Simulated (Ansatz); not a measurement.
# SiNi: the cost of one run

Program: Ansatz 0.2.0. Level of theory: DFT PBE, scalar-relativistic, plane waves, PAW. These are calculated values, not measurements.

## Step 1: Starting point

It takes space group Pmc2_1 (No. 26, orthorhombic). The conventional cell has a = 3.338 Å, b = 27.509 Å, c = 5.173 Å, α = 90.00°, β = 90.00°, γ = 90.00°. Ni (site symmetry m) is surrounded by 3 Si at 2.28 to 2.40 Å. Si (site symmetry m) is surrounded by 4 Ni at 2.28 to 2.40 Å. Around Si (site symmetry m) lie 5 Ni at 2.28 to 2.40 Å. Around Ni (site symmetry m) lie 6 Si at 2.28 to 2.40 Å. Around Si (site symmetry m) lie 6 Ni at 2.28 to 2.40 Å.

Structure file:

```
CELL_PARAMETERS angstrom
3.33810 0.00000 0.00000
0.00000 5.17310 0.00000
0.00000 0.00000 27.50941
ATOMIC_POSITIONS crystal
Ni 0.75000 0.50779 0.30899
Si 0.25000 0.82128 0.33038
Si 0.75000 0.17872 0.36400
Ni 0.25000 0.49221 0.38540
Ni 0.25000 0.99221 0.41086
Si 0.75000 0.67872 0.43225
Si 0.25000 0.32128 0.46587
Ni 0.75000 0.00779 0.48727
Ni 0.75000 0.50779 0.51273
Si 0.25000 0.82128 0.53413
Si 0.75000 0.17872 0.56775
Ni 0.25000 0.49221 0.58914
Ni 0.25000 0.99221 0.61460
Si 0.75000 0.67872 0.63600
Si 0.25000 0.32128 0.66962
Ni 0.75000 0.00779 0.69101
```

Slab cut from the bulk at the bulk's listed lattice constants, lower half held.

## Step 2: Relaxing the atoms

Contents of input.yaml:

```yaml
crystal:
  lattice:
    - [3.3381, 0.0, 0.0]
    - [0.0, 5.1731, 0.0]
    - [0.0, 0.0, 27.5094118908]
  atoms:
    - { symbol: Ni, position: [0.75, 0.50779, 0.3089851587], spin: 2.0 }
    - { symbol: Si, position: [0.25, 0.82128, 0.3303824426] }
    - { symbol: Si, position: [0.75, 0.17872, 0.3640003383] }
    - { symbol: Ni, position: [0.25, 0.49221, 0.3853976222], spin: 2.0 }
    - { symbol: Ni, position: [0.25, 0.99221, 0.4108575686], spin: 2.0 }
    - { symbol: Si, position: [0.75, 0.67872, 0.4322548524] }
    - { symbol: Si, position: [0.25, 0.32128, 0.4658727481] }
    - { symbol: Ni, position: [0.75, 0.00779, 0.4872700216], spin: 2.0 }
    - { symbol: Ni, position: [0.75, 0.50779, 0.5127299784], spin: 2.0 }
    - { symbol: Si, position: [0.25, 0.82128, 0.5341272519] }
    - { symbol: Si, position: [0.75, 0.17872, 0.5677451476] }
    - { symbol: Ni, position: [0.25, 0.49221, 0.5891424314], spin: 2.0 }
    - { symbol: Ni, position: [0.25, 0.99221, 0.6146023778], spin: 2.0 }
    - { symbol: Si, position: [0.75, 0.67872, 0.6359996617] }
    - { symbol: Si, position: [0.25, 0.32128, 0.6696175574] }
    - { symbol: Ni, position: [0.75, 0.00779, 0.6910148413], spin: 2.0 }
basis:
  ecutwfc: 420.0
  fft_grid_basis: typed
kpoints:
  mp_grid: { grid: [8, 5, 1] }
hamiltonian:
  xc: pbe
  pseudopotentials: { kind: paw }
scf:
  occupations: { method: gaussian, width: 0.1 }
output:
  forces: true
  eigenvalues: true
  populations: true
efield:
  axis: 3
  dipole_correction: true
  ramp_width: 0.04
magnetization:
  spin_polarized: true
relax:
  adjacent_minimum: "off"
  f_tol: 0.04
  max_steps: 40
  constraints: [{ sites: [0, 1, 2, 3, 4, 5, 6, 7] }]
```

Run with:

```console
ansatz run input.yaml --threads 4 --pin off --max-ram 8847MiB --backend cpu --events-out ev --progress --plain --runs-dir out
```

**Question.** How long does this run take on 4 threads of AMD EPYC 7R43 (Zen 3), shared host, and how much memory does it need?

About 7.7 min, with a peak of 2.2 GiB.
